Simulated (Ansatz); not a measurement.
# Transmission past a defect: armchair graphene nanoribbon (N = 7, H edges), Fe placed on top of one C, part 2 of 4

What does the defect do to the conductance?

Ansatz 0.2.0; DFT PBE, plane waves, PAW; relaxation of a wire's period (the session's first sound run).

So far. Step 2 (The relaxed wire): The cell's length comes to 4.300 Å with spin left out.

### Step 3. Bands of the perfect wire

This step: DFT PBE, plane waves, PAW; channels and complex bands of a perfect wire (Ansatz 0.2.0).

At the relaxed period the Bloch states of the perfect wire are found at each energy: those that move forward count the open channels, and those that decay describe how a disturbance dies away inside the wire itself. An energy step of 0.035 eV is under the 0.039 eV that the program asks for its thermal average at 300 K.

File input.yaml:

```yaml
crystal:
  lattice:
    - [16.232, 0.0, 0.0]
    - [0.0, 7.0, 0.0]
    - [0.0, 0.0, 4.2998212828]
  atoms:
    - { symbol: C, position: [0.273844133, 0.5, 0.007367062] }
    - { symbol: C, position: [0.423835595, 0.5, 0.99974327] }
    - { symbol: C, position: [0.576164405, 0.5, 0.99974327] }
    - { symbol: C, position: [0.726155867, 0.5, 0.007367062] }
    - { symbol: C, position: [0.273844133, 0.5, 0.325966271] }
    - { symbol: C, position: [0.423835595, 0.5, 0.333590063] }
    - { symbol: C, position: [0.576164405, 0.5, 0.333590063] }
    - { symbol: C, position: [0.726155867, 0.5, 0.325966271] }
    - { symbol: H, position: [0.214810782, 0.5, 0.445613762] }
    - { symbol: H, position: [0.785189218, 0.5, 0.445613762] }
    - { symbol: C, position: [0.348109846, 0.5, 0.499145134] }
    - { symbol: C, position: [0.5, 0.5, 0.501346896] }
    - { symbol: C, position: [0.651890154, 0.5, 0.499145134] }
    - { symbol: C, position: [0.348109846, 0.5, 0.834188199] }
    - { symbol: C, position: [0.5, 0.5, 0.831986438] }
    - { symbol: C, position: [0.651890154, 0.5, 0.834188199] }
    - { symbol: H, position: [0.214810782, 0.5, 0.887719571] }
    - { symbol: H, position: [0.785189218, 0.5, 0.887719571] }
kpoints:
  mp_grid: { grid: [1, 1, 19] }
scf:
  occupations: { method: fermi_dirac, width: 0.05 }
hamiltonian:
  xc: pbe
output:
  transmission:
    e_range: [-1.26, 1.26]
    de: 0.035
    kmesh: [1, 1]
    reduced_basis: true
    leads: [[0, 0]]
basis:
  ecutwfc: "350 eV"
```

The run is started by

```sh
> ansatz run input.yaml --threads 4 --pin off --max-ram 16384MiB --backend cpu --events-out ev --progress --plain --runs-dir out
```

Numbers of over 12 decimals in the logs are rounded to 6 here.

Output:

```text
Warning: basis.ecutwfc = 350 eV is below the records' recommended 420 eV, and the density's cutoff is lower with it unless basis.ecutrho_ratio is high enough to keep the records' density cutoff: compare with a run at a higher cutoff
[...]
Crystal: 18 atoms, lattice volume = 488.563 Å³
Basis set: ecut = 350 eV, 7297 PW (Γ)
Bands: 48, of which v1, the nominal top of the filled ones, is band 30 counted from 1 (29 counted from 0)
Symmetry: 8 space group operations
[...]
k-points: 10 of 19
[...]
SCF iter   1: F=—  HF=-3576.031824 eV  |F-HF|=—  |Δ(HF+E_count)|=         —  Δρ=2.88e-3  dr2=1.09e-1  ethr=1.77e-3  ⟨swp⟩=9.2  Hψ=2792  notcnv=0  defer=84
[...]
SCF iter   7: F=-3576.014916 eV  HF=-3576.014916 eV  |F-HF|=5.52e-8  |Δ(HF+E_count)|=   8.37e-7  Δρ=4.18e-6  dr2=5.65e-8  ethr=1.67e-10  ⟨swp⟩=20.1  Hψ=3468  notcnv=0
SCF 1 converged in 7 iterations: F = -3576.014916 eV  dr2 = 5.65e-8
[...]
transmission: 8 of 8 steps passed
Second SCF, for the conductance: iteration 1, dr2 1.134e-7 eV
Second SCF, for the conductance: iteration 2, dr2 3.185e-8 eV
Second SCF, for the conductance: iteration 3, dr2 7.447e-9 eV
transmission: 8 of 8 steps passed
SCF converged after 7 iterations
Free energy (F): -3576.014916 eV
[...]
Internal energy: -3576.014916 eV  (E = F + TS)
E sigma→0 (E₀):  -3576.014916 eV
Entropy (-TS):   -0.000000 eV (-0.000 meV/atom)
Fermi energy:    -0.948590 eV
[...]
--- Band table (eV; the first three rows and the last of 10) ---
  k-point 0: bands = [... 26 lower, -3.7470, -2.9388, -1.9093, -1.7297, -0.1568, -0.0737, 0.6190, 1.7102, ... 14 higher]
  k-point 1: bands = [... 26 lower, -3.7390, -3.0465, -2.0576, -1.7967, -0.1036, 0.0798, 0.7483, 1.7317, ... 14 higher]
  k-point 2: bands = [... 26 lower, -3.7161, -3.3335, -2.4071, -1.9750, 0.0358, 0.4450, 1.0949, 1.7963, ... 14 higher]
  k-point 9: bands = [... 26 lower, -5.3418, -4.4317, -4.0308, -3.3817, 0.8996, 1.8327, 2.2313, 3.4252, ... 14 higher]
--- Transmission ---
  basis      : 825 plane waves across, 8 finite elements along
  points     : 1, standing for a mesh of 1 x 1
  filling    : by a second SCF (3 iterations) under fermi_dirac of width 0.025852 eV on a mesh of 1 x 1 x 31, whose Fermi level is -0.945019 eV
  energies   : 73 from -1.260000 to 1.260000 eV about the Fermi level, 0.035000 eV apart; the leads are filled to 0.000000 eV, and channels, transmission and decay are at 0.000000 eV
  crystal 0  : C14H4, at the sites [0, 0], period 4.2998 Å: whole cells are its period
    offset         : up to 0.0000 Å between an atom of the period and one for which it stands
    filled         : 7.5 meV over the level at which it is neutral
    channels       : 0.000000e0 a spin
    conductance    : 9.2080e0 S/m² at 300 K; may be off by some 0.0 % by where its bands' edges are placed, 2.8 % from the distance to neutral
    slowest decay  : 0.1278 /Å at (0.0000, 0.0000)
```

Run time: 20 min. Hardware: 4 threads of Arm Neoverse V2, shared host; peak memory 6 GiB; 69 min of CPU time.

Reading the cycles: dr2 is the Hartree energy of the density residual (eV), the measure of convergence; HF is the Harris–Foulkes estimate of the energy, which meets the free energy F at convergence.

This step gave:

* channels at the energy nearest the Fermi level, one spin: 0
* conductance of the lead as this run defines it: 1.35e-13 G₀
* slowest decay in the lead at the energy nearest the Fermi level: 0.1278 Å⁻¹
* band gap: 1.573 eV

The open channels of the lead, one spin by energy, zero at the Fermi level:

```
energy (eV)  open channels of the lead, one spin
     -1.190                                    2
     -1.085                                    2
     -1.015                                    2
     -0.910                                    1
     -0.805                                    1
     -0.700                                    0
     -0.595                                    0
     -0.490                                    0
     -0.385                                    0
     -0.315                                    0
     -0.210                                    0
     -0.105                                    0
      0.000                                    0
      0.105                                    0
      0.210                                    0
      0.315                                    0
      0.385                                    0
      0.490                                    0
      0.595                                    0
      0.700                                    0
      0.805                                    1
      0.910                                    2
      1.015                                    2
      1.085                                    2
      1.190                                    2
```

The slowest values at each energy, most degenerate partners merged, listed up to 1.5 1/Å. Table of Im kz of the slowest decaying states by energy, zero at the Fermi level:

```
energy (eV)  decay 1 (Å⁻¹)  decay 2 (Å⁻¹)  decay 3 (Å⁻¹)  decay 4 (Å⁻¹)
     -1.190          0.177          0.462          0.473          0.498
     -1.085          0.184          0.467          0.479          0.502
     -1.015          0.188          0.470          0.484          0.503
     -0.910         0.0473          0.193          0.475          0.489
     -0.805         0.0746          0.197          0.479          0.494
     -0.700         0.0862         0.0919          0.200          0.483
     -0.595          0.104          0.123          0.203          0.487
     -0.490          0.113          0.147          0.204          0.490
     -0.385          0.120          0.165          0.205          0.493
     -0.315          0.123          0.174          0.205          0.495
     -0.210          0.126          0.185          0.204          0.491
     -0.105          0.128          0.192          0.203          0.485
      0.000          0.128          0.198          0.479          0.503
      0.105          0.126          0.197          0.471          0.505
      0.210          0.122          0.193          0.463          0.507
      0.315          0.117          0.183          0.192          0.454
      0.385          0.112          0.174          0.190          0.447
      0.490          0.103          0.156          0.185          0.436
      0.595         0.0901          0.131          0.179          0.424
      0.700         0.0725         0.0894          0.172          0.411
      0.805         0.0445          0.164          0.396          0.513
      0.910          0.155          0.380          0.514          0.532
      1.015          0.144          0.362          0.514          0.532
      1.085          0.136          0.349          0.514          0.532
      1.190          0.121          0.328          0.514          0.531
```

By hand: a barrier of this wire, of length L, would pass T ∝ exp(−2κL) at this energy; with κ = 0.128 Å⁻¹ one decade takes ln 10 / (2κ) = 9.01 Å.

At the computed energy nearest the Fermi level there are 0 channels a spin, and the thermal average gives 1.4e-13 G₀; the gap is 1.57 eV.

(Part 2 of 4 ends here.)

[Logs are printed without paths, hosts, clocks, repeated set-up lines and the standing remarks that a program may print on its own settings, such as how far it seeks lower states.]

[Hosts, paths, dates, database ids (printed as entryN), source tags and the programs' standing remarks are cut or masked in the printed files.]
